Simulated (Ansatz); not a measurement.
Start of a relaxation of Ta₂N:

```cif
data_structure
_symmetry_space_group_name_H-M 'Cmmm'
_symmetry_Int_Tables_number 65
_cell_length_a 6.6927
_cell_length_b 7.3476
_cell_length_c 4.1927
_cell_angle_alpha 90.000
_cell_angle_beta 90.000
_cell_angle_gamma 90.000
_cell_volume 206.18
loop_
_atom_site_label
_atom_site_type_symbol
_atom_site_symmetry_multiplicity
_atom_site_Wyckoff_symbol
_atom_site_fract_x
_atom_site_fract_y
_atom_site_fract_z
_atom_site_occupancy
Ta1 Ta 4 i 0.50000 0.83159 0.00000 1
Ta2 Ta 4 g 0.14241 0.00000 0.00000 1
N1 N 4 k 0.00000 0.00000 0.24160 1
```

All numbers below come from DFT PBE, scalar-relativistic, plane waves, PAW (Ansatz 0.2.0). Cutoff 420 eV, Gaussian smearing, Γ-centred meshes. Cell and atoms relax first on a coarse mesh and then on a finer one. In between, the cell is made exact in the group found at 0.06 Å. In metals the finer mesh still leaves noise of several meV/atom or more. The steps can't lower the symmetry of their start. No spin polarisation in the relaxation; trial moments died out in a coarse test.

A guess keeps its type if space group and coordination stay and the shape of the cell changes little (axis ratios within about 15 %, angles within 6°); the volume may change.

Problem. Does it keep its structure type, or change into something else?

Solution. It doesn't keep its type. The symmetry stays Cmmm (No. 65). The volume per atom shrinks by 2.9 %, from 17.2 to 16.7 Å³. The shortest distance goes from 1.39 Å (Ta–N) to 1.32 Å (N–N). Counting neighbours within 15 % of an atom's shortest distance, the start has N 2, Ta 2/7 and the end N 1, Ta 2. In detail, at the end Ta on a site of symmetry 2mm is surrounded by 2 N at 2.16 Å, 5 Ta at 2.81–2.86 Å, 2 N at 3.01 Å and 2 Ta at 3.33 Å; Ta on a site of symmetry m2m is surrounded by 2 N at 2.30 Å, 4 Ta at 2.81–2.83 Å, 2 N at 3.11 Å and 4 Ta at 3.33–3.36 Å; N is surrounded by 1 N at 1.32 Å, 1 N at 2.02 Å, 2 Ta at 2.16 Å and 2 Ta at 2.30 Å.

```cif
data_structure
_symmetry_space_group_name_H-M 'Cmmm'
_symmetry_Int_Tables_number 65
_cell_length_a 6.6716
_cell_length_b 9.0063
_cell_length_c 3.3313
_cell_angle_alpha 90.000
_cell_angle_beta 90.000
_cell_angle_gamma 90.000
_cell_volume 200.17
loop_
_atom_site_label
_atom_site_type_symbol
_atom_site_symmetry_multiplicity
_atom_site_Wyckoff_symbol
_atom_site_fract_x
_atom_site_fract_y
_atom_site_fract_z
_atom_site_occupancy
Ta1 Ta 4 g 0.71403 0.00000 0.00000 1
Ta2 Ta 4 i 0.50000 0.72909 0.00000 1
N1 N 4 k 0.00000 0.00000 0.30263 1
```

The last run used an 8×8×12 mesh (in the run's order of axes) for its 6-atom cell and Gaussian smearing of 0.10 eV. These runs have no spin–orbit coupling, which can matter for Ta. A structure relaxed within its symmetry needn't be a true minimum. Another cell of Ta2N relaxed alike, in P-31m (a Materials Project cell), lies 1.68 eV/atom lower, so this cell isn't the stable form at this level.

In counts of neighbours, a slash parts the counts of unlike sites.
